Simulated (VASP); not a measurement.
A run of VASP 6.6.1 is set up as follows.

Contents of INCAR:

```
SYSTEM = SnO
  ALGO = Normal
  EDIFF = 1E-7
  EDIFFG = -0.02
  ENCUT = 600
  GGA = BF
  IBRION = 2
  ISIF = 3
  ISMEAR = -1
  LASPH = .TRUE.
  LCHARG = .FALSE.
  LREAL = .FALSE.
  LUSE_VDW = .TRUE.
  LWAVE = .FALSE.
  NELM = 60
  NSW = 60
  PREC = Accurate
  SIGMA = 0.05
  ZAB_VDW = -1.8867
```

KPOINTS

```
k-points
0
G
  7 7 6
  0 0 0
```

Contents of POSCAR:

```
SnO
1.0
    3.8136952200      0.0000000000      0.0000000000
    0.0000000000      3.8136952200      0.0000000000
    0.0000000000      0.0000000000      4.8869133000
Sn O
2 2
Direct
    0.5000000000      0.0000000000      0.7646261400
    0.0000000000      0.5000000000      0.2353738600
    0.0000000000      0.0000000000      0.0000000000
    0.5000000000      0.5000000000      0.0000000000
```

Potentials or basis: VASP PAW PBE potentials, release 64 (Sn_d, O).

The run is started by

```bash
$ cat potpaw_PBE.64/Sn_d/POTCAR potpaw_PBE.64/O/POTCAR > POTCAR
$ mpirun -np 1 vasp_std > vasp.out
```

Question: What does it give for the relaxed volume?

Answer: 19.74 Å³/atom.

Question: Estimate the relaxed cell.

Answer: a = 3.891 Å, b = 3.891 Å, c = 5.217 Å, α = 90.00°, β = 90.00°, γ = 90.00°.

Question: Predict the space group after relaxing (to 0.05 Å).

Answer: P4/nmm (No. 129).

Stress tensor (GPa, compression positive):
```
 0.07  0.00  0.00
 0.00  0.07  0.00
 0.00  0.00 -0.04
```

Caveat: the PAW data sets were made with another functional, which shifts forces and pressure a little.
